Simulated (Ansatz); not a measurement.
# LDA, PBE, PBEsol and r²SCAN on Sb

```
CELL_PARAMETERS angstrom
3.08334 0.00000 0.00000
0.00000 3.08334 0.00000
0.00000 0.00000 3.08334
ATOMIC_POSITIONS crystal
Sb 0.00000 0.00000 0.00000
```

The cell is the one relaxed in the Materials Project (mp-133), not relaxed further here; entries there can be hypothetical.

Spin–orbit coupling is left out, though it moves levels of the heavy atoms by tenths of an eV or more.

One fixed cell is solved with several functionals by frozen-core PAW in Ansatz 0.2.0, scalar-relativistically. A positive pressure means that the functional wants a larger cell.

The PAW files were made with PBE; their cores are remade for each functional.

The runs use a Γ-centred 12×12×12 k mesh, Fermi–Dirac smearing of 0.05 eV, cutoff 420 eV, no spin polarisation; the PAW files were made with PBE, and the program remakes their frozen cores for this functional.

Cutoffs: PBEsol 420 eV, LDA 420 eV, r²SCAN 500 eV, PBE 420 eV.

| setting | P (GPa) | lowest level at Γ above −25 eV, from the valence-band top or, without a gap, the Fermi level (eV) |
| --- | --- | --- |
| PBEsol | -1.22 | -12.62 |
| LDA | -2.38 | -12.64 |
| r²SCAN | 0.19 | -13.24 |
| PBE | 1.52 | -12.62 |
